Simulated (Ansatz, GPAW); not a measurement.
# benzoquinonedithiol between two Pd chains: relaxation, then transmission at several levels, part 2 of 4

How well does benzoquinonedithiol between two Pd chains conduct once its atoms have relaxed, and how much do cheaper levels lose?

GPAW 26.7.0 and Ansatz 0.2.0; Ansatz plane waves; relaxation of the junction with the lead ends held; PAW set soft_1 (the session's first sound run).

So far. Step 2 (Relaxing the atoms): The relaxation lowered the energy of the cell by 1.49 eV.

## 3. Plane waves, PBE

Plane waves give the reference curve, free of the bias of atom-centred orbitals.

This step: Ansatz plane waves; Landauer transmission by layers, zero bias; PAW set soft_1 (Ansatz 0.2.0).

input.yaml

```yaml
crystal:
  lattice:
    - [11.8310036359, 0.0, 0.0]
    - [0.0, 9.0, 0.0]
    - [0.0, 0.0, 46.8873084144]
  atoms:
    - { symbol: Pd, position: [0.5, 0.5, 0.0266596664] }
    - { symbol: Pd, position: [0.5, 0.5, 0.0799789992] }
    - { symbol: Pd, position: [0.5, 0.5, 0.1332983319] }
    - { symbol: Pd, position: [0.5, 0.5, 0.1866176647] }
    - { symbol: Pd, position: [0.5, 0.5, 0.2399369975] }
    - { symbol: Pd, position: [0.5, 0.5, 0.2932563302] }
    - { symbol: Pd, position: [0.4778544896, 0.4995834017, 0.3473337118] }
    - { symbol: Pd, position: [0.5519010551, 0.5010586771, 0.4002664776] }
    - { symbol: S, position: [0.421218531, 0.4997108566, 0.4344234428] }
    - { symbol: H, position: [0.6541827191, 0.5014436802, 0.462999559] }
    - { symbol: C, position: [0.4737999281, 0.5000195067, 0.4691195051] }
    - { symbol: C, position: [0.5840289116, 0.5008701282, 0.4781148549] }
    - { symbol: C, position: [0.3816975055, 0.4990227705, 0.4917425841] }
    - { symbol: O, position: [0.2810980236, 0.4979641985, 0.485097985] }
    - { symbol: O, position: [0.7188880211, 0.5016545824, 0.5148864306] }
    - { symbol: C, position: [0.6182793652, 0.5009823855, 0.5082154359] }
    - { symbol: C, position: [0.4159920763, 0.499538361, 0.5218535535] }
    - { symbol: C, position: [0.5262091078, 0.5005215752, 0.5308310428] }
    - { symbol: H, position: [0.3458007918, 0.4989612146, 0.5369588887] }
    - { symbol: S, position: [0.5788972478, 0.5011096836, 0.5655341995] }
    - { symbol: Pd, position: [0.4483607303, 0.5011712081, 0.599729425] }
    - { symbol: Pd, position: [0.5222199094, 0.499273073, 0.6526709939] }
    - { symbol: Pd, position: [0.5, 0.5, 0.7067436698] }
    - { symbol: Pd, position: [0.5, 0.5, 0.7600630025] }
    - { symbol: Pd, position: [0.5, 0.5, 0.8133823353] }
    - { symbol: Pd, position: [0.5, 0.5, 0.8667016681] }
    - { symbol: Pd, position: [0.5, 0.5, 0.9200210008] }
    - { symbol: Pd, position: [0.5, 0.5, 0.9733403336] }
kpoints:
  mp_grid: { grid: [1, 1, 2] }
hamiltonian:
  xc: pbe
  pseudopotentials: { kind: paw, azcp: { folder: soft_1 } }
scf:
  occupations: { method: fermi_dirac, width: 0.1 }
output:
  transmission:
    leads: [[0, 1]]
    e_range: [-2, 2]
    de: 0.025
    kmesh: [1, 1]
    reduced_basis: true
  write_potential: true
  write_density: true
  volumetric_format: npy
  elf: true
```

The run is started by

```sh
> ansatz run input.yaml --threads 4 --pin off --max-ram 8192MiB --backend cpu --events-out ev --progress --plain --runs-dir out
```

Numbers of over 12 decimals in the logs are rounded to 6 here.

The program printed:

```text
[...]
Crystal: 28 atoms, lattice volume = 4992.515 Å³
Basis set: ecut = 420 eV, 97469 PW (Γ)
Bands: 203, of which v1, the nominal top of the filled ones, is band 169 counted from 1 (168 counted from 0)
Symmetry: 1 space group operations
[...]
k-points: 2
[...]
SCF iter   1: F=—  HF=-116037.639648 eV  |F-HF|=—  |Δ(HF+E_count)|=         —  Δρ=5.47e-2  dr2=5.39e2  ethr=3.10e-3  ⟨swp⟩=12.0  Hψ=2312  notcnv=0
[...]
SCF iter  18: F=-116000.176734 eV  HF=-116000.176734 eV  |F-HF|=4.71e-8  |Δ(HF+E_count)|=   4.71e-8  Δρ=8.68e-7  dr2=7.88e-8  ethr=2.96e-11  ⟨swp⟩=20.0  Hψ=1598  notcnv=0
SCF 1 converged in 18 iterations: F = -116000.176734 eV  dr2 = 7.88e-8
[...]
transmission: 8 of 74 steps passed
transmission: 15 of 74 steps passed
[...]
transmission: 74 of 74 steps passed
WARN: The output density's exchange-correlation potential varies sharply where the density is thin. Do not read a vacuum level from v_tot or v_xc, or from such a field of the output density. On a cell that repeats whose density bears no net charge and no dipole along the vacuum's axis use v_es (v_loc + v_h of the components); under efield.dipole_correction with no amplitude use v_es + v_field, which holds any externa [...]
SCF converged after 18 iterations
Free energy (F): -116000.176734 eV
[...]
Internal energy: -115998.382877 eV  (E = F + TS)
E sigma→0 (E₀):  -115999.279805 eV
Entropy (-TS):   -1.793857 eV (-64.066 meV/atom)
Fermi energy:    -3.968609 eV
[...]
--- Band table (eV) ---
  k-point 0: bands = [... 165 lower, -4.1319, -4.0297, -3.9913, -3.9737, -3.9711, -3.9593, -3.8982, -3.8670, ... 30 higher]
  k-point 1: bands = [... 165 lower, -4.1002, -4.0379, -4.0265, -3.9743, -3.9712, -3.9361, -3.8926, -3.8655, ... 30 higher]
--- Transmission ---
  basis      : 929 plane waves across, 74 finite elements along
  points     : 1, standing for a mesh of 1 x 1
  filling    : by the input's occupations and mesh, since the crystals that have channels conduct as metals do. If one of these is a semiconductor, that mesh has misplaced its level
  energies   : 161 from -2.000000 to 2.000000 eV about the Fermi level, 0.025000 eV apart; the leads are filled to 0.000000 eV, and channels, transmission and decay are at 0.000000 eV
  crystal 0  : Pd1, at the sites [0, 1], period 2.5000 Å, over 30.00 Å; its Hamiltonian steps by up to 2.2 meV
    offset         : up to 0.0000 Å between an atom of the period and one for which it stands
    filled         : 10.7 meV under the level at which it is neutral
    channels       : 4.000000e0 a spin
    conductance    : 2.9023e14 S/m² at 300 K; may be off by some 0.0 % by where its bands' edges are placed, 0.1 % from the distance to neutral
  junction   : crystal 0 to crystal 0, 0.70 to 45.09 Å
    transmission   : 3.927186e-1 a spin
    conductance    : 3.2736e13 S/m² at 300 K (3.0562e13 on every other energy)
    error estimate : 6.6 % from the energy spacing and 0.0 % from band edges of the leads and from resonances (wavevectors taken as independent; lower de), 8.7 % from the steps of its leads' Hamiltonians or their offsets (lay more layers), 15.9 % from the distance to neutral
    resistance     : 2.7101e-2 Ω µm² beyond half of each lead's own
```

Elapsed: 1.7 h, on 4 threads of Arm Neoverse V1, shared host; peak memory 6.6 GiB.

Numbers from this step:

* free energy: -116000.1767 eV
* lead level: 0 eV from the Fermi level
* transmission at the Fermi level (one spin): 0.3927
* open channels of the lead at the Fermi level (one spin): 4
* step of the potential along the lead: 2.2 meV
* offset of the lead: 0 Å
* filling of the lead less its bulk value, in size: 10.7 meV
* conductance: 0.4499 G₀

One spin. Table of transmission, zone mean by energy, zero at the Fermi level:

| energy (eV) | transmission, zone mean |
| --- | --- |
| -2.000 | 0.00846 |
| -1.900 | 0.275 |
| -1.875 | 0.991 |
| -1.800 | 0.666 |
| -1.750 | 1.02 |
| -1.700 | 0.591 |
| -1.600 | 0.184 |
| -1.500 | 0.172 |
| -1.400 | 0.245 |
| -1.300 | 0.330 |
| -1.200 | 0.320 |
| -1.100 | 0.200 |
| -1.000 | 0.0587 |
| -0.900 | 0.695 |
| -0.800 | 0.0749 |
| -0.700 | 0.649 |
| -0.675 | 1.02 |
| -0.600 | 0.321 |
| -0.575 | 1.01 |
| -0.500 | 0.0880 |
| -0.400 | 0.385 |
| -0.300 | 1.74 |
| -0.200 | 0.557 |
| -0.100 | 0.446 |
| 0.000 | 0.393 |
| 0.100 | 0.0213 |
| 0.200 | 0.00659 |
| 0.300 | 0.00426 |
| 0.400 | 0.00317 |
| 0.500 | 0.00249 |
| 0.600 | 0.00201 |
| 0.700 | 0.00162 |
| 0.800 | 0.00131 |
| 0.900 | 0.00104 |
| 1.000 | 8.2e-4 |
| 1.100 | 6.3e-4 |
| 1.200 | 4.6e-4 |
| 1.300 | 3.2e-4 |
| 1.400 | 2.0e-4 |
| 1.500 | 1.1e-4 |
| 1.600 | 3.9e-5 |
| 1.700 | 3.0e-6 |
| 1.800 | 1.0e-5 |
| 1.900 | 7.6e-5 |
| 2.000 | 2.2e-4 |

One spin. The open channels, zone mean by energy, zero at the Fermi level:

| energy (eV) | open channels, zone mean |
| --- | --- |
| -2.000 | 3 |
| -1.900 | 3 |
| -1.800 | 3 |
| -1.700 | 3 |
| -1.600 | 3 |
| -1.500 | 3 |
| -1.400 | 3 |
| -1.300 | 3 |
| -1.200 | 3 |
| -1.100 | 5 |
| -1.000 | 5 |
| -0.900 | 5 |
| -0.800 | 5 |
| -0.700 | 5 |
| -0.600 | 5 |
| -0.500 | 4 |
| -0.400 | 4 |
| -0.300 | 4 |
| -0.200 | 4 |
| -0.100 | 4 |
| 0.000 | 4 |
| 0.100 | 4 |
| 0.200 | 1 |
| 0.300 | 1 |
| 0.400 | 1 |
| 0.500 | 1 |
| 0.600 | 1 |
| 0.700 | 1 |
| 0.800 | 1 |
| 0.900 | 1 |
| 1.000 | 1 |
| 1.100 | 1 |
| 1.200 | 1 |
| 1.300 | 1 |
| 1.400 | 1 |
| 1.500 | 1 |
| 1.600 | 1 |
| 1.700 | 1 |
| 1.800 | 1 |
| 1.900 | 1 |
| 2.000 | 1 |

Crystal 0, spin -, k parallel (0, 0); distinct values, listed up to 1.5 1/Å. Table of Im kz of the slowest decaying states by energy, zero at the Fermi level:

| energy (eV) | decay 1 (Å⁻¹) | decay 2 (Å⁻¹) | decay 3 (Å⁻¹) | decay 4 (Å⁻¹) |
| --- | --- | --- | --- | --- |
| -2.000 | 0.728 | 0.818 | 0.819 | 1.32 |
| -1.800 | 0.679 | 0.728 | 0.728 | 1.30 |
| -1.600 | 0.613 | 0.614 | 0.625 | 1.28 |
| -1.400 | 0.452 | 0.452 | 0.565 | 1.26 |
| -1.200 | 0.0712 | 0.0741 | 0.497 | 1.24 |
| -1.000 | 0.419 | 1.22 | 1.26 | 1.26 |
| -0.800 | 0.320 | 1.20 | 1.24 | 1.24 |
| -0.600 | 0.174 | 1.18 | 1.22 | 1.22 |
| -0.400 | 0.395 | 0.396 | 1.15 | 1.20 |
| -0.200 | 0.552 | 0.552 | 1.13 | 1.18 |
| 0.000 | 0.656 | 1.11 | 1.15 | 1.16 |
| 0.200 | 0.0872 | 0.0872 | 0.102 | 0.735 |
| 0.400 | 0.177 | 0.177 | 0.225 | 0.797 |
| 0.600 | 0.228 | 0.228 | 0.302 | 0.850 |
| 0.800 | 0.263 | 0.263 | 0.362 | 0.894 |
| 1.000 | 0.288 | 0.289 | 0.411 | 0.933 |
| 1.200 | 0.306 | 0.307 | 0.455 | 0.966 |
| 1.400 | 0.319 | 0.320 | 0.492 | 0.953 |
| 1.600 | 0.326 | 0.327 | 0.526 | 0.930 |
| 1.800 | 0.327 | 0.330 | 0.555 | 0.907 |
| 2.000 | 0.324 | 0.327 | 0.582 | 0.884 |

Crystal 0, spin -, k parallel (0, 0). Re kz of states that move upwards against energy, zero at the Fermi level:

| energy (eV) | channel 1 (Å⁻¹) | channel 2 (Å⁻¹) | channel 3 (Å⁻¹) | channel 4 (Å⁻¹) | channel 5 (Å⁻¹) |
| --- | --- | --- | --- | --- | --- |
| -2.000 | -0.781 | -0.781 | 0.603 | - | - |
| -1.800 | -0.711 | -0.711 | 0.637 | - | - |
| -1.600 | -0.646 | -0.646 | 0.672 | - | - |
| -1.400 | -0.586 | -0.586 | 0.707 | - | - |
| -1.200 | -0.527 | -0.527 | 0.744 | - | - |
| -1.000 | -0.470 | -0.470 | 0.487 | 0.487 | 0.783 |
| -0.800 | -0.413 | -0.413 | 0.750 | 0.751 | 0.826 |
| -0.600 | -0.355 | -0.355 | 0.873 | 1.10 | 1.10 |
| -0.400 | -0.294 | -0.293 | 0.203 | 0.927 | - |
| -0.200 | -0.226 | -0.226 | 0.335 | 0.993 | - |
| 0.000 | -0.141 | -0.141 | 0.425 | 1.08 | - |
| 0.200 | 0.497 | - | - | - | - |
| 0.400 | 0.557 | - | - | - | - |
| 0.600 | 0.609 | - | - | - | - |
| 0.800 | 0.655 | - | - | - | - |
| 1.000 | 0.695 | - | - | - | - |
| 1.200 | 0.732 | - | - | - | - |
| 1.400 | 0.765 | - | - | - | - |
| 1.600 | 0.796 | - | - | - | - |
| 1.800 | 0.825 | - | - | - | - |
| 2.000 | 0.853 | - | - | - | - |

The electrostatic potential energy of an electron (with the applied field's), less the Fermi level, planar mean oscillates, so the rows of the table below give means over windows of 2.49 Å about each position, cut where the curve ends. Its first 14 maxima inside the range that stand out by 2 % of the span (Å: eV): 2.5: 5.11, 5.0: 5.11, 7.5: 5.11, 10.0: 5.11, 12.5: 5.13, 15.1: 5.12, 17.6: 5.11, 19.6: 4.85, 21.2: 5.26, 23.4: 4.55, 25.6: 5.26, 27.3: 4.85, 29.3: 5.12, 31.8: 5.12. Its first 14 minima: 1.3: 3.84, 3.8: 3.84, 6.3: 3.84, 8.8: 3.83, 11.3: 3.85, 13.8: 3.84, 16.3: 3.84, 18.8: 3.99, 20.2: 4.56, 22.6: 3.87, 24.3: 3.87, 26.7: 4.56, 28.1: 3.99, 30.6: 3.84.

Table of electrostatic potential energy of an electron (with the applied field's), less the Fermi level, planar mean by z; means over each step:

| z (Å) | electrostatic potential energy of an electron (with the applied field's), less the Fermi level, planar mean (eV) |
| --- | --- |
| 1.25 | 4.51 |
| 3.74 | 4.51 |
| 6.23 | 4.51 |
| 8.71 | 4.51 |
| 11.21 | 4.52 |
| 13.70 | 4.52 |
| 16.19 | 4.52 |
| 18.68 | 4.57 |
| 21.17 | 4.68 |
| 23.66 | 4.12 |
| 26.15 | 4.80 |
| 28.64 | 4.59 |
| 31.13 | 4.53 |
| 33.62 | 4.53 |
| 36.10 | 4.52 |
| 38.59 | 4.51 |
| 41.09 | 4.51 |
| 43.58 | 4.51 |
| 46.07 | 4.35 |

The valence density, planar mean oscillates, so the rows of the table below give means over windows of 2.49 Å about each position, cut where the curve ends. Its first 14 maxima inside the range that stand out by 2 % of the span (Å: e/Å³): 1.3: 0.162, 3.8: 0.163, 6.3: 0.163, 8.8: 0.164, 11.3: 0.164, 13.8: 0.164, 16.3: 0.164, 18.8: 0.166, 22.7: 0.122, 24.2: 0.122, 28.1: 0.166, 30.6: 0.164, 33.1: 0.164, 35.6: 0.164. Its first 14 minima: 2.5: 0.0113, 5.0: 0.0113, 7.5: 0.0113, 10.0: 0.0113, 12.5: 0.0114, 15.1: 0.0108, 17.6: 0.0106, 21.1: 0.0291, 23.4: 0.0737, 25.8: 0.0291, 29.3: 0.0106, 31.8: 0.0108, 34.4: 0.0114, 36.9: 0.0113.

Valence density, planar mean against z; means over each step:

| z (Å) | valence density, planar mean (e/Å³) |
| --- | --- |
| 1.25 | 0.0678 |
| 3.74 | 0.0678 |
| 6.23 | 0.0678 |
| 8.71 | 0.0678 |
| 11.21 | 0.0678 |
| 13.70 | 0.0678 |
| 16.19 | 0.0677 |
| 18.68 | 0.0727 |
| 21.17 | 0.0474 |
| 23.66 | 0.101 |
| 26.15 | 0.0387 |
| 28.64 | 0.0693 |
| 31.13 | 0.0674 |
| 33.62 | 0.0678 |
| 36.10 | 0.0678 |
| 38.59 | 0.0678 |
| 41.09 | 0.0678 |
| 43.58 | 0.0678 |
| 46.07 | 0.0837 |

Electrostatic potential energy in the ca plane at fractional y = 0.498, with atoms of Pd and S and H and C and O within 0.2 Å of it. With pseudopotentials it is smooth inside the atoms' cores, unlike the true potential.

Ten even steps from '0' (-52 eV) to '9' (3 eV), each cell a mean:
```
99999999999999999999999999999999999999999999
99999999999999999999999999999999999999999999
99999999999999999999999999999999999999999999
99999999999999999999999999999999999999999999
99999999999999999999999999999999999999999999
99999999999999999985579999999999999999999999
99999999999999999951149999999999999999999999
99999999999975799851269999999999999999999999
99887678999963456500379975447999999999999999
98741026899985102410377751214899999875578998
88610004899986213776510451114788998610027874
58740015888863247888400376457644688500016850
38887676422640027887434789886100168742258861
68999985121364354463004899986100068887889986
89999986211588840034114799998533588999999999
99999998767899850158773489999888899999999999
99999999999999620389997899999999999999999999
99999999999999621499999999999999999999999999
99999999999999987999999999999999999999999999
99999999999999999999999999999999999999999999
99999999999999999999999999999999999999999999
99999999999999999999999999999999999999999999
99999999999999999999999999999999999999999999
99999999999999999999999999999999999999999999
```
Columns run along c (16.0 Å, from fractional 0.36 to 0.70 of the cell; values clipped at the 3rd and 97th percentile), rows up along a (11.8 Å). Atoms in or near the plane, at fractional coordinates: Pd at (0.40, 0.55), S at (0.43, 0.42), H at (0.46, 0.65), C at (0.47, 0.47), C at (0.48, 0.58), C at (0.49, 0.38), O at (0.49, 0.28), O at (0.51, 0.72), C at (0.51, 0.62), C at (0.52, 0.42), C at (0.53, 0.53), H at (0.54, 0.35), S at (0.57, 0.58), Pd at (0.60, 0.45) and more.

ELF in the ca plane at fractional y = 0.498, with atoms of Pd and S and H and C and O within 0.2 Å of it. It is the smooth field of the valence electrons, not physical close to the nuclei.

Values in units of 1e-1, 13 rows by 16 columns, each cell a mean:
```
0.0 0.0 0.0 0.0 0.0 0.0 0.0 0.0 0.0 0.0 0.0 0.0 0.0 0.0 0.0 0.0
0.0 0.0 0.0 0.0 0.0 0.0 0.0 0.0 0.0 0.2 1.0 0.7 0.2 0.0 0.0 0.0
0.1 0.1 0.0 0.0 0.0 0.1 0.1 0.0 0.4 0.6 6.1 6.5 2.6 0.1 0.3 0.0
0.5 0.4 0.2 0.2 0.1 0.5 0.7 0.4 7.4 2.8 6.2 7.2 4.1 3.8 3.8 0.1
1.3 1.1 0.9 1.1 0.5 2.0 2.3 0.7 9.0 7.2 5.1 5.3 2.3 8.3 7.0 0.6
3.3 2.9 2.0 3.1 2.0 3.5 3.6 1.5 3.8 4.8 6.1 7.2 6.4 3.1 5.9 2.1
3.4 3.4 3.1 3.2 2.8 3.6 4.1 6.0 6.0 5.5 1.9 5.8 5.4 5.2 4.1 3.7
2.8 2.5 2.4 3.8 1.8 1.5 5.5 3.1 6.2 6.9 6.0 4.8 5.8 0.9 3.2 3.6
1.1 0.9 0.9 1.3 0.7 0.2 5.2 8.8 2.8 5.4 5.3 5.6 9.9 2.0 1.4 1.8
0.4 0.3 0.3 0.4 0.2 0.0 1.9 3.1 2.7 7.9 7.7 1.5 5.9 0.9 0.4 0.5
0.1 0.0 0.0 0.1 0.0 0.0 0.1 0.1 1.1 4.7 5.4 1.2 0.1 0.0 0.0 0.1
0.0 0.0 0.0 0.0 0.0 0.0 0.0 0.0 0.0 0.3 0.5 0.2 0.0 0.0 0.0 0.0
0.0 0.0 0.0 0.0 0.0 0.0 0.0 0.0 0.0 0.0 0.0 0.0 0.0 0.0 0.0 0.0
```
Columns run along c (16.0 Å, from fractional 0.28 to 0.62 of the cell), rows up along a (11.8 Å). Atoms in or near the plane, at fractional coordinates: Pd at (0.29, 0.50), Pd at (0.35, 0.48), Pd at (0.40, 0.55), S at (0.43, 0.42), H at (0.46, 0.65), C at (0.47, 0.47), C at (0.48, 0.58), C at (0.49, 0.38), O at (0.49, 0.28), O at (0.51, 0.72), C at (0.51, 0.62), C at (0.52, 0.42), C at (0.53, 0.53), H at (0.54, 0.35) and more.

Valence density in the ca plane at fractional y = 0.498, with atoms of Pd and S and H and C and O within 0.2 Å of it. It is the smooth field of the valence electrons, not physical close to the nuclei.

Values in units of 1e0 e/Å³, 13 rows by 16 columns, each cell a mean:
```
0.0 0.0 0.0 0.0 0.0 0.0 0.0 0.0 0.0 0.0 0.0 0.0 0.0 0.0 0.0 0.0
0.0 0.0 0.0 0.0 0.0 0.0 0.0 0.0 0.0 0.0 0.0 0.0 0.0 0.0 0.0 0.0
0.0 0.0 0.0 0.0 0.3 0.3 0.0 0.0 0.0 0.0 0.0 0.0 0.0 0.0 0.0 0.0
0.0 0.0 0.1 0.1 2.7 3.1 0.1 0.1 0.0 0.0 0.0 0.0 0.0 0.0 0.0 0.0
0.2 0.0 1.0 0.9 1.7 1.1 0.3 0.7 0.2 0.0 0.0 0.1 0.0 0.0 0.0 0.0
2.8 0.1 0.8 1.7 1.1 1.4 1.1 0.8 0.5 0.2 1.0 5.7 0.6 1.8 1.5 0.5
1.4 0.7 1.3 1.2 0.3 1.6 0.8 0.6 4.1 3.6 1.5 8.1 0.9 7.2 5.7 1.9
0.7 0.8 0.9 1.4 1.4 1.7 0.3 0.1 5.0 4.5 0.2 0.3 0.1 0.8 0.7 0.3
0.2 0.5 0.2 2.3 1.1 0.8 0.5 0.0 0.2 0.1 0.0 0.0 0.0 0.0 0.0 0.0
0.0 0.0 0.2 4.0 0.9 0.0 0.0 0.0 0.0 0.0 0.0 0.0 0.0 0.0 0.0 0.0
0.0 0.0 0.0 0.2 0.1 0.0 0.0 0.0 0.0 0.0 0.0 0.0 0.0 0.0 0.0 0.0
0.0 0.0 0.0 0.0 0.0 0.0 0.0 0.0 0.0 0.0 0.0 0.0 0.0 0.0 0.0 0.0
0.0 0.0 0.0 0.0 0.0 0.0 0.0 0.0 0.0 0.0 0.0 0.0 0.0 0.0 0.0 0.0
```
Columns run along c (16.0 Å, from fractional 0.41 to 0.75 of the cell), rows up along a (11.8 Å). Atoms in or near the plane, at fractional coordinates: S at (0.43, 0.42), H at (0.46, 0.65), C at (0.47, 0.47), C at (0.48, 0.58), C at (0.49, 0.38), O at (0.49, 0.28), O at (0.51, 0.72), C at (0.51, 0.62), C at (0.52, 0.42), C at (0.53, 0.53), H at (0.54, 0.35), S at (0.57, 0.58), Pd at (0.60, 0.45), Pd at (0.65, 0.52) and more.

The largest of the program's own error estimates on the conductance is 16 %. T at the Fermi level is 0.393 of 4 open channels a spin.

[end of part 2 of 4]

[Logs are printed without paths, hosts, clocks, repeated set-up lines and the standing remarks that a program may print on its own settings, such as how far it seeks lower states.]

[Hosts, paths, dates, database ids (printed as entryN), source tags and the programs' standing remarks are cut or masked in the printed files.]
